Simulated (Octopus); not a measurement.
Something may be wrong with this Octopus 16.4 calculation of BaF2 (Frankdicksonite).

The input inp:

```
CalculationMode = gs
UnitsOutput = eV_Angstrom
PeriodicDimensions = 3
ExperimentalFeatures = yes
PseudopotentialSet = pseudodojo_pbe
%LatticeParameters
 1*angstrom | 1*angstrom | 1*angstrom
%
%LatticeVectors
 0 | 3.10005 | 3.10005
 3.10005 | 0 | 3.10005
 3.10005 | 3.10005 | 0
%
XYZCoordinates = "BaF2.xyz"
%Spacing
 0.15117699*angstrom | 0.15117699*angstrom | 0.15117699*angstrom
%
DerivativesOrder = 8
KPointsUseSymmetries = yes
XCFunctional = hyb_gga_xc_hse06
AdaptivelyCompressedExchange = yes
SmearingFunction = spline_smearing
Smearing = 0.05*eV
ExtraStates = 7
Eigensolver = chebyshev_filter
ConvRelDens = 1e-6
MaximumIter = 60
```

BaF2.xyz

```xyz
3
Lattice="0.0000000000 3.1000500000 3.1000500000 3.1000500000 0.0000000000 3.1000500000 3.1000500000 3.1000500000 0.0000000000" Properties=species:S:1:pos:R:3 pbc="T T T"
Ba     0.0000000000      0.0000000000      0.0000000000
F      4.6500750000      4.6500750000      4.6500750000
F      1.5500250000      1.5500250000      1.5500250000
```

Potentials or basis: pseudodojo_pbe (PseudoDojo 0.5, PBE).

Command:

```console
$ OMP_NUM_THREADS=1 octopus > out.log
```

out.log:

```text
Running octopus

Version                : 16.4
Optional libraries     :

************************** Calculation Mode **************************
Input: [CalculationMode = gs]
**********************************************************************

Input: [SpinComponents = unpolarized]

******************************* Space ********************************
Octopus will run in 3 dimension(s).
Octopus will treat the system as periodic in 3 dimension(s).
**********************************************************************

Input: [AllElectronType = no]
Input: [PseudopotentialSet = pseudodojo_pbe]
Reading Coordinates from BaF2.xyz

[... 675 lines left out ...]
--------------------------%--------%--%--------------------------%----
--------------------------%--------%--%-----------------------%--%----
--------------------------%--------%--%-----------------------%--%----
--------------------------%--------%--%-----------------------%--%----
--------------------------%--------%--%-----------------------%--%----
%---%%--------------------%--------%--%------------------%----%--%---%
%---%%--------------------%--------%--%------------------%----%--%---%
%---%%--------------------%--------%--%------------------%----%--%---%
                                                    ^

Fermi energy =     3.205472 eV

**********************************************************************

Info: SCF converged in   29 iterations

** Warning:
**   Some of the states are not fully converged!

Info: Number of matrix-vector products:        725
Info: Finished writing information to 'restart/gs'.

Octopus emitted 35 warnings.

Octopus used 1 experimental feature:

  Since you used one or more experimental features, results are likely
  wrong and should not  be considered as valid scientific data.  Check

  or contact the octopus developers for details.
```

Among its messages:

```text
Cannot do LCAO for all states because there are not enough atomic orbitals.
Fock operator (Hartree-Fock, OEP, hybrids) in fully periodic systems is under development.
The XCFunctional that you selected does not match the one used
Unable to determine the method for defining k-points.
```

Question: Diagnose the run.

Answer: The calculation finished and met its thresholds. The input holds a flaw that was put in on purpose: no k-point grid typed, Gamma point alone (KPointsGrid = no_k). The program doesn't stop on it, so the numbers can't be trusted though the run ends normally.
